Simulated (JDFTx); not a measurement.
# TiB2 (P6/mmm) in JDFTx: a series of runs

The runs below take TiB2 through band structure, with PBE+U.

Program: JDFTx 1.7.0 (patched build). These are calculated values, not measurements. Logs are shortened: lines on timing, memory, paths and dates and some standing lists are left out, and cuts for length are marked. The log counts tension as positive stress, the text compression.

## (1) Starting point

It takes space group P6/mmm (No. 191, hexagonal). The conventional cell has a = 3.029 Å, b = 3.029 Å, c = 3.228 Å, α = 90.00°, β = 90.00°, γ = 120.00°. Around Ti (site symmetry 6/mmm) lie 12 B at 2.38 Å. B (site symmetry -6m2) is surrounded by 3 B at 1.75 Å.

## (2) Band structure, PBE+U

The input, bands.in:

```
lattice \
    5.7243583767    -2.8621791884     0.0000000000 \
    0.0000000000     4.9574397745     0.0000000000 \
    0.0000000000     0.0000000000     6.1007918207
coords-type Cartesian
ion Ti     0.0000000000     0.0000000000     0.0000000000 1
ion B      2.8621791886     1.6524799247     3.0503959104 1
ion B     -0.0000000003     3.3049598498     3.0503959104 1

ion-species pseudo/Ti.upf
ion-species pseudo/B.upf
elec-cutoff 42 336
elec-ex-corr gga-PBE
elec-smearing Fermi 0.0018374661
elec-n-bands 15
add-U Ti d 0.110248
electronic-minimize nIterations 30 energyDiffThreshold 1e-06
davidson-band-ratio 1.3
forces-output-coords Cartesian
include path.kpoints
symmetries none
fix-electron-density run.$VAR

dump-name bands.$VAR
dump End Ecomponents EigStats BandEigs Kpoints Forces
```

The input, path.kpoints:

```
kpoint +0.0000000000 +0.0000000000 +0.0000000000 0.020000000000
kpoint +0.1000000000 +0.0000000000 +0.0000000000 0.020000000000
kpoint +0.2000000000 +0.0000000000 +0.0000000000 0.020000000000
kpoint +0.3000000000 +0.0000000000 +0.0000000000 0.020000000000
kpoint +0.4000000000 +0.0000000000 +0.0000000000 0.020000000000
kpoint +0.5000000000 +0.0000000000 +0.0000000000 0.020000000000
kpoint +0.4444444444 +0.1111111111 +0.0000000000 0.020000000000
kpoint +0.3888888889 +0.2222222222 +0.0000000000 0.020000000000
kpoint +0.3333333333 +0.3333333333 +0.0000000000 0.020000000000
kpoint +0.2857142857 +0.2857142857 +0.0000000000 0.020000000000
kpoint +0.2380952381 +0.2380952381 +0.0000000000 0.020000000000
kpoint +0.1904761905 +0.1904761905 +0.0000000000 0.020000000000
kpoint +0.1428571429 +0.1428571429 +0.0000000000 0.020000000000
kpoint +0.0952380952 +0.0952380952 +0.0000000000 0.020000000000
kpoint +0.0476190476 +0.0476190476 +0.0000000000 0.020000000000
kpoint +0.0000000000 +0.0000000000 +0.0000000000 0.020000000000
kpoint +0.0000000000 +0.0000000000 +0.1000000000 0.020000000000
kpoint +0.0000000000 +0.0000000000 +0.2000000000 0.020000000000
kpoint +0.0000000000 +0.0000000000 +0.3000000000 0.020000000000
kpoint +0.0000000000 +0.0000000000 +0.4000000000 0.020000000000
kpoint +0.0000000000 +0.0000000000 +0.5000000000 0.020000000000
kpoint +0.0833333333 +0.0000000000 +0.5000000000 0.020000000000
kpoint +0.1666666667 +0.0000000000 +0.5000000000 0.020000000000
kpoint +0.2500000000 +0.0000000000 +0.5000000000 0.020000000000
kpoint +0.3333333333 +0.0000000000 +0.5000000000 0.020000000000
kpoint +0.4166666667 +0.0000000000 +0.5000000000 0.020000000000
kpoint +0.5000000000 +0.0000000000 +0.5000000000 0.020000000000
kpoint +0.4444444444 +0.1111111111 +0.5000000000 0.020000000000
kpoint +0.3888888889 +0.2222222222 +0.5000000000 0.020000000000
kpoint +0.3333333333 +0.3333333333 +0.5000000000 0.020000000000
kpoint +0.2916666667 +0.2916666667 +0.5000000000 0.020000000000
kpoint +0.2500000000 +0.2500000000 +0.5000000000 0.020000000000
kpoint +0.2083333333 +0.2083333333 +0.5000000000 0.020000000000
kpoint +0.1666666667 +0.1666666667 +0.5000000000 0.020000000000
kpoint +0.1250000000 +0.1250000000 +0.5000000000 0.020000000000
kpoint +0.0833333333 +0.0833333333 +0.5000000000 0.020000000000
kpoint +0.0416666667 +0.0416666667 +0.5000000000 0.020000000000
kpoint +0.0000000000 +0.0000000000 +0.5000000000 0.020000000000
kpoint +0.5000000000 +0.0000000000 +0.5000000000 0.020000000000
kpoint +0.5000000000 +0.0000000000 +0.4000000000 0.020000000000
kpoint +0.5000000000 +0.0000000000 +0.3000000000 0.020000000000
kpoint +0.5000000000 +0.0000000000 +0.2000000000 0.020000000000
kpoint +0.5000000000 +0.0000000000 +0.1000000000 0.020000000000
kpoint +0.5000000000 +0.0000000000 +0.0000000000 0.020000000000
kpoint +0.3333333333 +0.3333333333 +0.0000000000 0.020000000000
kpoint +0.3333333333 +0.3333333333 +0.1000000000 0.020000000000
kpoint +0.3333333333 +0.3333333333 +0.2000000000 0.020000000000
kpoint +0.3333333333 +0.3333333333 +0.3000000000 0.020000000000
kpoint +0.3333333333 +0.3333333333 +0.4000000000 0.020000000000
kpoint +0.3333333333 +0.3333333333 +0.5000000000 0.020000000000
```

Potentials or basis: PseudoDojo-SR-PBE-0.5-standard with smoothed tails.

The run is started by

```sh
jdftx -c 1 -i bands.in -o bands.out
```

Standard output:

```text
*************** JDFTx 1.7.0 (patched build) ***************

Input parsed successfully to the following command list (including defaults):
[... the input with its defaults ...]

---------- Initializing the Grid ----------
R =
[      5.72436     -2.86218            0  ]
[            0      4.95744            0  ]
[            0            0      6.10079  ]
unit cell volume = 173.129
G =
[    1.09762   0.633713         -0  ]
[          0    1.26743          0  ]
[          0         -0     1.0299  ]
Minimum fftbox size, Smin = [  48  48  52  ]
Chosen fftbox size, S = [  48  48  54  ]

---------- Initializing tighter grid for wavefunction operations ----------
R =
[      5.72436     -2.86218            0  ]
[            0      4.95744            0  ]
[            0            0      6.10079  ]
unit cell volume = 173.129
G =
[    1.09762   0.633713         -0  ]
[          0    1.26743          0  ]
[          0         -0     1.0299  ]
Minimum fftbox size, Smin = [  36  36  36  ]
Chosen fftbox size, S = [  36  36  36  ]

---------- Exchange Correlation functional ----------
Initalized PBE GGA exchange.
Initalized PBE GGA correlation.

---------- Setting up pseudopotentials ----------
Width of ionic core gaussian charges (only for fluid interactions / plotting) set to 0

Reading pseudopotential file 'pseudo/Ti.upf':
  'Ti' pseudopotential, 'PBE' functional
  Generated using ONCVPSP code by D. R. Hamann
  12 valence electrons, 4 orbitals, 6 projectors, 1001 radial grid points, with lMax = 2
    3S    l: 0   occupation:  2.0   eigenvalue: -2.301740
    3P    l: 1   occupation:  6.0   eigenvalue: -1.428110
    3D    l: 2   occupation:  2.0   eigenvalue: -0.156511
    4S    l: 0   occupation:  2.0   eigenvalue: -0.164159
  Core radius for overlap checks: 1.61 bohrs.

Reading pseudopotential file 'pseudo/B.upf':
  'B' pseudopotential, 'PBE' functional
  Generated using ONCVPSP code by D. R. Hamann
  3 valence electrons, 2 orbitals, 4 projectors, 1001 radial grid points, with lMax = 1
    2S    l: 0   occupation:  2.0   eigenvalue: -0.347027
    2P    l: 1   occupation:  1.0   eigenvalue: -0.132548
  Core radius for overlap checks: 1.18 bohrs.

Initialized 2 species with 3 total atoms.

Folded 50 k-points by 1x1x1 to 50 k-points.

---------- Setting up k-points, bands, fillings ----------
No reducable k-points.
Computing the number of bands and number of electrons
Calculating initial fillings.
nElectrons:  18.000000   nBands: 15   nStates: 50

----- Setting up reduced wavefunction bases (one per k-point) -----
average nbasis = 2252.220 , ideal nbasis = 2250.808

---------- Setting up ewald sum ----------
Optimum gaussian width for ewald sums = 1.851456 bohr.
Real space sum over 1089 unit cells with max indices [  5  5  4  ]
Reciprocal space sum over 2197 terms with max indices [  6  6  6  ]

---------- Allocating electronic variables ----------
Reading n from file 'run.n' ... done
Reading rhoAtom from file 'run.rhoAtom' ... done
Initializing wave functions:  linear combination of atomic orbitals

----------- Band structure minimization -------------
Minimization will be done independently for each quantum number.

---- Minimization of quantum number:     0  [ +0.0000000 +0.0000000 +0.0000000 ]  0.040000000 ----
BandDavidson: Iter:   0  Eband: +0.112540346197347
BandDavidson: Iter:   1  Eband: +0.105582851999949  dEband: -6.957494e-03
BandDavidson: Iter:   2  Eband: +0.104927878950332  dEband: -6.549730e-04
BandDavidson: Iter:   3  Eband: +0.104827610883802  dEband: -1.002681e-04
[... 724 lines of inner loops ...]
BandDavidson: Iter:  10  Eband: +0.101201202167218  dEband: -1.115313e-06
BandDavidson: Iter:  11  Eband: +0.101200484131489  dEband: -7.180357e-07
BandDavidson: Converged (dEband<1.000000e-06)
	FillingsUpdate:  mu: +0.563808260  nElectrons: 18.000000
WARNING: these k-points are no uniform mesh, so that mu and the fillings of partly filled bands are only those of these points: take mu from the calculation that made the density or potential.

Dumping 'bands.eigStats' ...
	eMin: -1.537229 at state 0 ( [ +0.000000 +0.000000 +0.000000 ] spin 0 )
	HOMO: +0.556265 at state 19 ( [ +0.000000 +0.000000 +0.400000 ] spin 0 )
	mu  : +0.563808
	LUMO: +0.564048 at state 17 ( [ +0.000000 +0.000000 +0.200000 ] spin 0 )
	eMax: +0.940083 at state 45 ( [ +0.333333 +0.333333 +0.100000 ] spin 0 )
	HOMO-LUMO gap: +0.007783
	Optical gap  : +0.015749 at state 10 ( [ +0.238095 +0.238095 +0.000000 ] spin 0 )
Done!
[note: mu, HOMO and LUMO in a band run belong to the points of the path alone and aren't those of the crystal]
```

Run time: 10 s. Hardware: 1 thread of Intel Xeon 6975P-C (Granite Rapids), shared host; peak memory 0.1 GiB.

Results:

| Property | Result |
| --- | --- |
| Band gap along the path | none (metal or under the smearing width) |

Levels at the corners of the path, in eV from the Fermi level:
```tsv
point	band 6	band 7	band 8	band 9	band 10	band 11	band 12	band 13
Γ	-2.59	-2.59	-2.38	-1.82	1.82	1.82	3.64	3.64
M	-9.28	-3.31	-3.27	-2.10	1.28	2.75	3.29	3.32
K	-8.32	-7.27	-1.91	-1.91	1.38	1.38	2.14	6.85
Γ	-2.59	-2.59	-2.38	-1.82	1.82	1.82	3.64	3.64
A	-7.53	-0.58	-0.58	-0.23	-0.23	0.47	0.47	1.81
L	-7.59	-4.68	-3.76	-3.20	2.65	2.93	4.39	4.51
H	-8.59	-5.77	-3.16	-3.16	2.68	4.17	4.17	4.47
A	-7.53	-0.58	-0.58	-0.23	-0.23	0.47	0.47	1.81
L	-7.59	-4.68	-3.76	-3.20	2.65	2.93	4.39	4.51
M	-9.28	-3.31	-3.27	-2.10	1.28	2.75	3.29	3.32
K	-8.32	-7.27	-1.91	-1.91	1.38	1.38	2.14	6.85
H	-8.59	-5.77	-3.16	-3.16	2.68	4.17	4.17	4.47
```

Caveat: U without spin polarisation on a metal has little footing; the U is typed as a test and isn't derived for this compound.

## (3) Band structure, PBE+U

bands.in: that of step 2 with these lines changed.

```diff
@@ -15,3 +15,3 @@
 elec-n-bands 15
-add-U Ti d 0.110248
+add-U Ti d 0.146997
 electronic-minimize nIterations 30 energyDiffThreshold 1e-06
```

path.kpoints is that of step 2.

Potentials or basis: PseudoDojo-SR-PBE-0.5-standard with smoothed tails.

The run is started by

```sh
jdftx -c 1 -i bands.in -o bands.out
```

Standard output:

```text
*************** JDFTx 1.7.0 (patched build) ***************

Input parsed successfully to the following command list (including defaults):
[... the input with its defaults ...]

---------- Initializing the Grid ----------
R =
[      5.72436     -2.86218            0  ]
[            0      4.95744            0  ]
[            0            0      6.10079  ]
unit cell volume = 173.129
G =
[    1.09762   0.633713         -0  ]
[          0    1.26743          0  ]
[          0         -0     1.0299  ]
Minimum fftbox size, Smin = [  48  48  52  ]
Chosen fftbox size, S = [  48  48  54  ]

---------- Initializing tighter grid for wavefunction operations ----------
R =
[      5.72436     -2.86218            0  ]
[            0      4.95744            0  ]
[            0            0      6.10079  ]
unit cell volume = 173.129
G =
[    1.09762   0.633713         -0  ]
[          0    1.26743          0  ]
[          0         -0     1.0299  ]
Minimum fftbox size, Smin = [  36  36  36  ]
Chosen fftbox size, S = [  36  36  36  ]

---------- Exchange Correlation functional ----------
Initalized PBE GGA exchange.
Initalized PBE GGA correlation.

---------- Setting up pseudopotentials ----------
Width of ionic core gaussian charges (only for fluid interactions / plotting) set to 0

Reading pseudopotential file 'pseudo/Ti.upf':
  'Ti' pseudopotential, 'PBE' functional
  Generated using ONCVPSP code by D. R. Hamann
  12 valence electrons, 4 orbitals, 6 projectors, 1001 radial grid points, with lMax = 2
    3S    l: 0   occupation:  2.0   eigenvalue: -2.301740
    3P    l: 1   occupation:  6.0   eigenvalue: -1.428110
    3D    l: 2   occupation:  2.0   eigenvalue: -0.156511
    4S    l: 0   occupation:  2.0   eigenvalue: -0.164159
  Core radius for overlap checks: 1.61 bohrs.

Reading pseudopotential file 'pseudo/B.upf':
  'B' pseudopotential, 'PBE' functional
  Generated using ONCVPSP code by D. R. Hamann
  3 valence electrons, 2 orbitals, 4 projectors, 1001 radial grid points, with lMax = 1
    2S    l: 0   occupation:  2.0   eigenvalue: -0.347027
    2P    l: 1   occupation:  1.0   eigenvalue: -0.132548
  Core radius for overlap checks: 1.18 bohrs.

Initialized 2 species with 3 total atoms.

Folded 50 k-points by 1x1x1 to 50 k-points.

---------- Setting up k-points, bands, fillings ----------
No reducable k-points.
Computing the number of bands and number of electrons
Calculating initial fillings.
nElectrons:  18.000000   nBands: 15   nStates: 50

----- Setting up reduced wavefunction bases (one per k-point) -----
average nbasis = 2252.220 , ideal nbasis = 2250.808

---------- Setting up ewald sum ----------
Optimum gaussian width for ewald sums = 1.851456 bohr.
Real space sum over 1089 unit cells with max indices [  5  5  4  ]
Reciprocal space sum over 2197 terms with max indices [  6  6  6  ]

---------- Allocating electronic variables ----------
Reading n from file 'run.n' ... done
Reading rhoAtom from file 'run.rhoAtom' ... done
Initializing wave functions:  linear combination of atomic orbitals

----------- Band structure minimization -------------
Minimization will be done independently for each quantum number.

---- Minimization of quantum number:     0  [ +0.0000000 +0.0000000 +0.0000000 ]  0.040000000 ----
BandDavidson: Iter:   0  Eband: +0.112776856475486
BandDavidson: Iter:   1  Eband: +0.105810825293438  dEband: -6.966031e-03
BandDavidson: Iter:   2  Eband: +0.105153483191214  dEband: -6.573421e-04
BandDavidson: Iter:   3  Eband: +0.105051564621712  dEband: -1.019186e-04
[... 724 lines of inner loops ...]
BandDavidson: Iter:  10  Eband: +0.101307053699890  dEband: -1.094920e-06
BandDavidson: Iter:  11  Eband: +0.101306344420956  dEband: -7.092789e-07
BandDavidson: Converged (dEband<1.000000e-06)
	FillingsUpdate:  mu: +0.565704828  nElectrons: 18.000000
WARNING: these k-points are no uniform mesh, so that mu and the fillings of partly filled bands are only those of these points: take mu from the calculation that made the density or potential.

Dumping 'bands.eigStats' ...
	eMin: -1.537991 at state 0 ( [ +0.000000 +0.000000 +0.000000 ] spin 0 )
	HOMO: +0.555835 at state 19 ( [ +0.000000 +0.000000 +0.400000 ] spin 0 )
	mu  : +0.565705
	LUMO: +0.566617 at state 21 ( [ +0.083333 +0.000000 +0.500000 ] spin 0 )
	eMax: +0.940105 at state 45 ( [ +0.333333 +0.333333 +0.100000 ] spin 0 )
	HOMO-LUMO gap: +0.010782
	Optical gap  : +0.018952 at state 10 ( [ +0.238095 +0.238095 +0.000000 ] spin 0 )
Done!
[note: mu, HOMO and LUMO in a band run belong to the points of the path alone and aren't those of the crystal]
```

It took 11 s on 1 thread of Intel Xeon 6975P-C (Granite Rapids), shared host; peak memory 0.1 GiB.

Results:

| Quantity | Value |
| --- | --- |
| Band gap along the path | none (metal or under the smearing width) |

Levels at the corners of the path, in eV from the Fermi level:
```csv
point,band 5,band 6,band 7,band 8,band 9,band 10,band 11,band 12,band 13
Γ,-13.58,-2.61,-2.61,-2.41,-1.70,1.76,1.76,3.61,3.61
M,-9.31,-9.29,-3.34,-3.31,-2.05,1.22,2.73,3.29,3.31
K,-8.35,-8.35,-7.26,-1.96,-1.96,1.36,1.36,2.20,6.80
Γ,-13.58,-2.61,-2.61,-2.41,-1.70,1.76,1.76,3.61,3.61
A,-11.66,-7.51,-0.61,-0.61,-0.28,-0.28,0.45,0.45,1.88
L,-9.80,-7.63,-4.72,-3.76,-3.24,2.70,2.90,4.34,4.46
H,-8.62,-8.62,-5.81,-3.18,-3.18,2.74,4.11,4.11,4.43
A,-11.66,-7.51,-0.61,-0.61,-0.28,-0.28,0.45,0.45,1.88
L,-9.80,-7.63,-4.72,-3.76,-3.24,2.70,2.90,4.34,4.46
M,-9.31,-9.29,-3.34,-3.31,-2.05,1.22,2.73,3.29,3.31
K,-8.35,-8.35,-7.26,-1.96,-1.96,1.36,1.36,2.20,6.80
H,-8.62,-8.62,-5.81,-3.18,-3.18,2.74,4.11,4.11,4.43
```

Caveat: U without spin polarisation on a metal has little footing; the U is typed as a test and isn't derived for this compound.

## (4) Band structure, PBE+U

bands.in: that of step 3 with these lines changed.

```diff
@@ -15,3 +15,3 @@
 elec-n-bands 15
-add-U Ti d 0.146997
+add-U Ti d 0.220496
 electronic-minimize nIterations 30 energyDiffThreshold 1e-06
```

path.kpoints is that of step 3.

The run is started by

```sh
jdftx -c 1 -i bands.in -o bands.out
```

It took 10 s on 1 thread of Intel Xeon 6975P-C (Granite Rapids), shared host; peak memory 0.1 GiB.

It converged, with:

* Band gap along the path: none (metal or under the smearing width)

Levels at the corners of the path, in eV from the Fermi level:
```
point  band 5  band 6  band 7  band 8  band 9  band 10  band 11  band 12  band 13
    Γ  -13.66   -2.66   -2.66   -2.50   -1.36     1.61     1.61     3.55     3.55
    M   -9.40   -9.28   -3.44   -3.42   -1.93     1.06     2.67     3.20     3.37
    K   -8.41   -8.41   -7.21   -2.08   -2.08     1.31     1.31     2.37     6.69
    Γ  -13.66   -2.66   -2.66   -2.50   -1.36     1.61     1.61     3.55     3.55
    A  -11.75   -7.45   -0.69   -0.69   -0.42    -0.42     0.41     0.41     2.09
    L   -9.91   -7.72   -4.82   -3.78   -3.33     2.84     2.88     4.19     4.32
    H   -8.73   -8.73   -5.90   -3.24   -3.24     2.93     3.96     3.97     4.36
    A  -11.75   -7.45   -0.69   -0.69   -0.42    -0.42     0.41     0.41     2.09
    L   -9.91   -7.72   -4.82   -3.78   -3.33     2.84     2.88     4.19     4.32
    M   -9.40   -9.28   -3.44   -3.42   -1.93     1.06     2.67     3.20     3.37
    K   -8.41   -8.41   -7.21   -2.08   -2.08     1.31     1.31     2.37     6.69
    H   -8.73   -8.73   -5.90   -3.24   -3.24     2.93     3.96     3.97     4.36
```

Caveat: U without spin polarisation on a metal has little footing; the U is typed as a test and isn't derived for this compound.

## (5) Band structure, PBE+U

bands.in: that of step 4 with these lines changed.

```diff
@@ -15,3 +15,3 @@
 elec-n-bands 15
-add-U Ti d 0.220496
+add-U Ti d 0.293995
 electronic-minimize nIterations 30 energyDiffThreshold 1e-06
```

path.kpoints is that of step 4.

The run is started by

```sh
jdftx -c 1 -i bands.in -o bands.out
```

Run time: 11 s. Hardware: 1 thread of Intel Xeon 6975P-C (Granite Rapids), shared host; peak memory 0.1 GiB.

The run converged. Its results:

| Item | Value |
| --- | --- |
| Band gap along the path | none (metal or under the smearing width) |

Levels at the corners of the path, in eV from the Fermi level:
| point | band 6 | band 7 | band 8 | band 9 | band 10 | band 11 | band 12 | band 13 |
| --- | --- | --- | --- | --- | --- | --- | --- | --- |
| Γ | -2.75 | -2.75 | -2.63 | -0.75 | 1.34 | 1.34 | 3.45 | 3.45 |
| M | -9.28 | -3.67 | -3.55 | -1.73 | 0.80 | 2.58 | 3.07 | 3.55 |
| K | -8.52 | -7.14 | -2.32 | -2.32 | 1.23 | 1.23 | 2.74 | 6.52 |
| Γ | -2.75 | -2.75 | -2.63 | -0.75 | 1.34 | 1.34 | 3.45 | 3.45 |
| A | -7.35 | -0.82 | -0.82 | -0.67 | -0.67 | 0.34 | 0.34 | 2.52 |
| L | -7.85 | -5.02 | -3.82 | -3.47 | 2.76 | 3.26 | 3.98 | 4.11 |
| H | -8.94 | -6.03 | -3.33 | -3.33 | 3.32 | 3.75 | 3.75 | 4.25 |
| A | -7.35 | -0.82 | -0.82 | -0.67 | -0.67 | 0.34 | 0.34 | 2.52 |
| L | -7.85 | -5.02 | -3.82 | -3.47 | 2.76 | 3.26 | 3.98 | 4.11 |
| M | -9.28 | -3.67 | -3.55 | -1.73 | 0.80 | 2.58 | 3.07 | 3.55 |
| K | -8.52 | -7.14 | -2.32 | -2.32 | 1.23 | 1.23 | 2.74 | 6.52 |
| H | -8.94 | -6.03 | -3.33 | -3.33 | 3.32 | 3.75 | 3.75 | 4.25 |

Caveat: U without spin polarisation on a metal has little footing; the U is typed as a test and isn't derived for this compound.
